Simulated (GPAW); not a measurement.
Set up this calculation in GPAW 26.7.0, as an ASE script.

- Task: relaxation of cell and atoms
- Functional: PBEsol
- Potentials or basis: PAW data sets generated in the run's folder for this functional
- Cutoff: 600 eV
- Basis: pw
- k mesh: 12 × 12 × 12
- Occupations: fermi-dirac, width 0.05 eV
- Spin: no spin polarisation
- Maxiter: 150
- Optimizer: BFGS
- Fmax: 0.02 eV/Å
- Max steps: 60
- Convergence: density=1e-05 forces=0.0001

The system is Zn.

```xyz
1
Lattice="-1.5690 1.5690 1.5690 1.5690 -1.5690 1.5690 1.5690 1.5690 -1.5690" Properties=species:S:1:pos:R:3 pbc="T T T"
Zn    0.0000    0.0000    0.0000
```

This isn't the form of Zn at room conditions, which is hcp.

These files were run (other wordings do the same):

run.py

```python
from ase import Atoms
from ase.filters import FrechetCellFilter
from ase.io import write
from ase.optimize import BFGS
from gpaw import GPAW, PW, setup_paths

setup_paths.insert(0, '.')

atoms = Atoms(['Zn'],
              cell=[[-1.569037, 1.569037, 1.569037],
                    [1.569037, -1.569037, 1.569037],
                    [1.569037, 1.569037, -1.569037]],
              scaled_positions=[[0.0, 0.0, 0.0]],
              pbc=True)

calc = GPAW(mode=PW(600),
            xc='PBEsol',
            kpts={'size': (12, 12, 12), 'gamma': True},
            occupations={'name': 'fermi-dirac', 'width': 0.05},
            nbands=13,
            convergence={'density': 1e-05, 'forces': 0.0001},
            maxiter=150,
            txt='gpaw.txt')
atoms.calc = calc
opt = BFGS(FrechetCellFilter(atoms), trajectory='relax.traj', logfile='-')
done = opt.run(fmax=0.02, steps=60)
calc.write('gs.gpw')
write('result.traj', atoms)
print('Converged:', done)
print('Cell:', atoms.cell.cellpar().round(4))
print('Volume:', round(atoms.get_volume(), 4))
print(atoms.get_scaled_positions().round(5))
```

Potentials or basis: PAW data sets generated in the run's folder for this functional, pw.

Run with:

```console
$ gpaw-setup -f PBEsol Zn
$ OMP_NUM_THREADS=1 python run.py
```

It gave:

The relaxed volume is 14.24 Å³/atom. The relaxed cell is a = 2.645 Å, b = 2.645 Å, c = 2.645 Å, α = 109.47°, β = 109.47°, γ = 109.47°, the space group after relaxing (to 0.05 Å) is Im-3m (No. 229) and the energy gained by relaxing is 22.8 meV/atom. The ionic steps are 4, the pressure after relaxing is -0.1 GPa and the band gap on the k mesh is none (metal or under the smearing width).

Caveat: later steps reuse the first step's grids.

It took 26 s on 1 thread of Arm Neoverse V2, on a shared host, peak memory 0.16 GiB.
